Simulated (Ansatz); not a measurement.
# WS2 in Ansatz: relaxation of cell and atoms with PBE+D4

Aim: the relaxation of cell and atoms of WS2 with PBE+D4.

Everything below comes from runs of Ansatz 0.2.0. Logs are shortened: lines on timing, memory, paths and dates and some standing lists are left out, and cuts for length are marked.

## (1) The slab as given

The cell holds a slab with vacuum, 12 atoms: a = 3.183 Å, b = 3.183 Å, c = 35.181 Å, α = 90.00°, β = 90.00°, γ = 120.00°.

## (2) Relaxation of cell and atoms, PBE+D4

The input, input.yaml:

```yaml
crystal:
  lattice:
    - [3.1831225544, 0.0, 0.0]
    - [-1.5915612772, 2.7566649955, 0.0]
    - [0.0, 0.0, 35.1805582101]
  atoms:
    - { symbol: W, position: [0.3333333333, 0.6666666667, 0.59231661] }
    - { symbol: W, position: [0.3333333333, 0.6666666667, 0.2234] }
    - { symbol: W, position: [0.6666666667, 0.3333333333, 0.7766] }
    - { symbol: W, position: [0.6666666667, 0.3333333333, 0.40768339] }
    - { symbol: S, position: [0.3333333333, 0.6666666667, 0.82114964] }
    - { symbol: S, position: [0.3333333333, 0.6666666667, 0.45202369] }
    - { symbol: S, position: [0.6666666667, 0.3333333333, 0.63662107] }
    - { symbol: S, position: [0.6666666667, 0.3333333333, 0.26774184] }
    - { symbol: S, position: [0.3333333333, 0.6666666667, 0.73225816] }
    - { symbol: S, position: [0.3333333333, 0.6666666667, 0.36337893] }
    - { symbol: S, position: [0.6666666667, 0.3333333333, 0.54797631] }
    - { symbol: S, position: [0.6666666667, 0.3333333333, 0.17885036] }
hamiltonian:
  xc: pbe
  pseudopotentials: { kind: paw }
  dispersion: d4
kpoints:
  mp_grid: { grid: [10, 10, 1] }
scf:
  occupations: { method: fermi_dirac, width: 0.05 }
output:
  forces: true
  stress: true
  eigenvalues: true
relax:
  f_tol: 0.01
  max_steps: 40
  cell: { stress_tol: 0.05 }
```

Potentials or basis: Ansatz PAW.

Started as:

```bash
$ ansatz run input.yaml --threads 4 --pin off --max-ram 11264MiB --backend cpu --events-out ev --progress --plain --runs-dir out
```

Log:

```text
Warning: RAYON_NUM_THREADS=4 ignored (pool sized by the plan → 4); use --threads N
Engine: ansatz 0.2.0, x86_64-unknown-linux-gnu
Pseudopotentials: kind: paw
Pseudopotential: W, paw, valence charge 14, recommended cutoff 420 eV (normal), W.paw.azcp
Pseudopotential: S, paw, valence charge 6, recommended cutoff 420 eV (normal), S.paw.azcp
Functional definition: PBE
  parameter kappa = 0.804
  parameter beta = 0.06672455060314922
  exchange = pbe_x(kappa = kappa, mu = beta*pi^2/3)
  correlation = pbe_c(beta = beta)
Crystal: 12 atoms, lattice volume = 308.702 Å³
Basis set: ecut = 420 eV, 6081 PW (Γ), exchange–correlation on 48×48×480 points (8 copies of the dense FFT grid, shifted against one another)
Bands: 64, of which v1, the nominal top of the filled ones, is band 52 counted from 1 (51 counted from 0)
Symmetry: 12 space group operations
Space group: P-3m1 (ITA 164), of the structure as read, at distance tolerance 6.8e-5 Å
k-points: 14 of 100
Non-local potential: W, projectors of the file, l = 0: 3, l = 1: 2, l = 2: 2, l = 3: 1
Non-local potential: S, projectors of the file, l = 0: 2, l = 1: 2, l = 2: 2
PAW form: soft (Blöchl's): semilocal exchange-correlation on the pseudo side does not see the compensation charge
PAW one-centre angular grid: W, 590 points (default); XC on 64 Gauss nodes
PAW one-centre angular grid: S, 110 points (default); XC on 64 Gauss nodes
Initial density: superposition of atomic densities (neutral atoms: chi_scale 0, normalization atom), corrected by the library's trained network
Initial wavefunctions: pseudopotential atomic-orbital guess
Functional: x = pbe(κ = 0.804, μ = 0.2195149727645171), c = pbe(β = 0.06672455060314922)
[... 118 lines left out ...]
  atom   6  S      0.00000000     0.00000000    -0.00500841
  atom   7  S     -0.00000000    -0.00000000    -0.00533880
  atom   8  S     -0.00000000    -0.00000000    -0.00296389
  atom   9  S      0.00000000     0.00000000     0.00296389
  atom  10  S      0.00000000     0.00000000     0.00533880
  atom  11  S     -0.00000000    -0.00000000     0.00500841
  atom  12  S      0.00000000    -0.00000000     0.00131787
  max |Σ_I F_I| component: 5.78e-19 eV/Å
--- Stress (GPa, compression-positive) ---
       -0.010670       0.000000       0.000000
       -0.000000      -0.010670      -0.000000
        0.000000      -0.000000      -0.023686
  P = ⅓ Tr σ = -0.0150 GPa (-0.150 kbar)
--- Band table (eV; the first three rows and the last of 14) ---
  k-point 0: bands = ["-67.1700", "-67.1700", "-67.1674", "-67.1674", "-31.4687", "-31.4687", "-31.4656", "-31.4656", "-31.2888", "-31.2888", "-31.2888", "-31.2888", "-31.2851", "-31.2851", "-31.2851", "-31.2851", "-8.2385", "-8.1675", "-8.0808", "-8.0175", "-6.6938", "-6.5523", "-6.3995", "-6.2905", "-0.2080", "0.0644", "0.4218", "0.7301", "3.6669", "3.9132", "3.9132", "3.9210", "3.9210", "3.9330", "3.9330", "3.9338", "3.9338", "4.1839", "4.8491", "5.1446", "5.1446", "5.1668", "5.1668", "5.1890", "5.1890", "5.1988", "5.1988", "5.5341", "6.2929", "6.7696", "7.1340", "7.3416", "9.6633", "9.6633", "9.6633", "9.6633", "9.6767", "9.6767", "9.6907", "9.6907", "9.7368", "9.7368", "9.7964", "9.7964"]
  k-point 1: bands = ["-67.1682", "-67.1682", "-67.1656", "-67.1656", "-31.4623", "-31.4622", "-31.4592", "-31.4592", "-31.3244", "-31.3244", "-31.3206", "-31.3206", "-31.2971", "-31.2971", "-31.2933", "-31.2933", "-8.0697", "-7.9990", "-7.9123", "-7.8488", "-6.6211", "-6.4845", "-6.3384", "-6.2351", "-0.0075", "0.2604", "0.6165", "0.9285", "3.4073", "3.4795", "3.4926", "3.5086", "3.5113", "3.8365", "4.0740", "4.0854", "4.0991", "4.1014", "4.2644", "4.4949", "4.8818", "4.9064", "4.9307", "4.9421", "5.1986", "5.2580", "5.4327", "5.7983", "6.2866", "6.6574", "6.9047", "7.0282", "9.4276", "9.4573", "9.5090", "9.5503", "9.5536", "9.5578", "9.6213", "9.6405", "9.6435", "9.6480", "9.6995", "9.7619"]
  k-point 2: bands = ["-67.1635", "-67.1635", "-67.1609", "-67.1609", "-31.4453", "-31.4453", "-31.4423", "-31.4423", "-31.4166", "-31.4166", "-31.4127", "-31.4127", "-31.3186", "-31.3186", "-31.3148", "-31.3148", "-7.5981", "-7.5295", "-7.4442", "-7.3810", "-6.4183", "-6.2965", "-6.1702", "-6.0832", "0.5059", "0.7518", "1.0893", "1.3980", "2.5545", "2.5814", "2.6132", "2.6511", "2.8549", "3.1663", "3.4194", "3.5437", "4.3211", "4.3451", "4.3748", "4.3938", "4.4999", "4.5231", "4.5407", "4.5466", "4.9751", "5.1019", "5.3373", "5.6302", "6.0696", "6.1749", "6.2248", "6.2309", "8.8287", "8.9911", "9.2223", "9.2867", "9.3576", "9.4431", "9.4566", "9.5084", "9.6293", "9.8123", "9.9395", "10.0206"]
  k-point 13: bands = ["-67.1491", "-67.1491", "-67.1465", "-67.1465", "-31.5764", "-31.5764", "-31.5724", "-31.5724", "-31.4996", "-31.4996", "-31.4957", "-31.4957", "-31.3936", "-31.3936", "-31.3906", "-31.3906", "-5.6735", "-5.6557", "-5.6309", "-5.6162", "-5.5647", "-5.5412", "-5.5227", "-5.5198", "0.8915", "0.9375", "0.9934", "1.0404", "1.0844", "1.1211", "1.1492", "1.1531", "2.3671", "2.3761", "2.3927", "2.4082", "2.6807", "2.6926", "2.7871", "2.9785", "3.1683", "3.4011", "3.4851", "3.5494", "4.3373", "4.3437", "4.4581", "4.6019", "6.4925", "6.5507", "6.6197", "6.6710", "8.8437", "8.8585", "8.8735", "8.8801", "9.5368", "9.8251", "10.1910", "10.4842", "10.5102", "10.6631", "10.7266", "10.7500"]
--- Relaxed structure (5 steps of the walk, 4 accepted, 1 SCFs on fresh bases) ---
  F+E_penalty+E_count = -48770.58541002 eV   max|allowed force component| = 5.339e-3 eV/Å   (the final SCF, on the basis selected at the relaxed cell)
  cell:  # Å, volume = 287.2647 Å³
    - [3.1562235423023757, -9.675554790223205e-34, 1.693222088289061e-33]
    - [-1.5781117711511878, 2.733369767656366, -1.0901742536994343e-32]
    - [2.4060672454792635e-32, -1.7379240928500826e-31, 33.297844575298775]
  atoms:
    - { symbol: W, position: [0.3333333333333333, 0.6666666666666666, 0.5915681689919842] }
    - { symbol: W, position: [0.3333333333333333, 0.6666666666666666, 0.22530855475766187] }
    - { symbol: W, position: [0.6666666666666666, 0.3333333333333333, 0.7746914452423379] }
    - { symbol: W, position: [0.6666666666666666, 0.3333333333333333, 0.4084318310080159] }
    - { symbol: S, position: [0.3333333333333333, 0.6666666666666666, 0.8220322121651268] }
    - { symbol: S, position: [0.3333333333333333, 0.6666666666666666, 0.455729666053011] }
    - { symbol: S, position: [0.6666666666666666, 0.3333333333333333, 0.6388645729602304] }
    - { symbol: S, position: [0.6666666666666666, 0.3333333333333333, 0.2725991713128781] }
    - { symbol: S, position: [0.3333333333333333, 0.6666666666666666, 0.7274008286871219] }
    - { symbol: S, position: [0.3333333333333333, 0.6666666666666666, 0.36113542703976953] }
    - { symbol: S, position: [0.6666666666666666, 0.3333333333333333, 0.5442703339469888] }
    - { symbol: S, position: [0.6666666666666666, 0.3333333333333333, 0.1779677878348732] }
```

Wall time 20 s (4 threads of Intel Xeon Platinum 8488C (Sapphire Rapids), shared host); peak memory 0.97 GiB.

What came out:

| Item | Value |
| --- | --- |
| Free energy | -48770.5854 eV |
| Relaxed volume | 23.94 Å³/atom |
| Relaxed cell | a = 3.156 Å, b = 3.156 Å, c = 33.298 Å, α = 90.00°, β = 90.00°, γ = 120.00° |
| Space group after relaxing (to 0.05 Å) | P-3m1 (No. 164) |
| Energy gained by relaxing | 10.2 meV/atom |
| Ionic steps | 5 |
| Largest force after relaxing | 0.005 eV/Å |
| Band gap on the k mesh | 1.13 eV, indirect (least direct gap 2.17 eV) |

Forces on the atoms (eV/Å):
```
W    0.000  0.000 -0.001
W    0.000  0.000 -0.001
W    0.000  0.000  0.001
W    0.000  0.000  0.001
S    0.000  0.000 -0.001
S    0.000  0.000 -0.005
S    0.000  0.000 -0.005
S    0.000  0.000 -0.003
S    0.000  0.000  0.003
S    0.000  0.000  0.005
S    0.000  0.000  0.005
S    0.000  0.000  0.001
```

Step by step:
| step | energy change (eV) | largest force (eV/Å) | volume (Å³) |
| --- | --- | --- | --- |
| 1 | 0.0000 | 0.2282 | 308.70 |
| 2 | -0.0940 | 0.0392 | 296.69 |
| 3 | -0.1216 | 0.1089 | 288.87 |
| 4 | -0.1243 | 0.0055 | 287.26 |
| 5 | -0.1219 | 0.0053 | 287.26 |

Final structure:
```
CELL_PARAMETERS angstrom
3.15622 0.00000 0.00000
-1.57811 2.73337 0.00000
0.00000 0.00000 33.29784
ATOMIC_POSITIONS crystal
W 0.33333 0.66667 0.59157
W 0.33333 0.66667 0.22531
W 0.66667 0.33333 0.77469
W 0.66667 0.33333 0.40843
S 0.33333 0.66667 0.82203
S 0.33333 0.66667 0.45573
S 0.66667 0.33333 0.63886
S 0.66667 0.33333 0.27260
S 0.33333 0.66667 0.72740
S 0.33333 0.66667 0.36114
S 0.66667 0.33333 0.54427
S 0.66667 0.33333 0.17797
```

Levels at points of the mesh, in eV from the valence-band top:
```
            k point  band 50  band 51  band 52  band 53  band 54  band 55
 (0.00, 0.00, 0.00)    -0.57    -0.21     0.00     2.32     2.32     2.32
(0.00, -0.50, 0.00)    -1.59    -1.53    -1.49     2.35     2.36     2.38
```

Caveat: the plane-wave basis is chosen anew once the cell has moved, so the energies of steps on either side of that aren't comparable; spin-orbit coupling is left out, which moves the levels of the heavy elements.
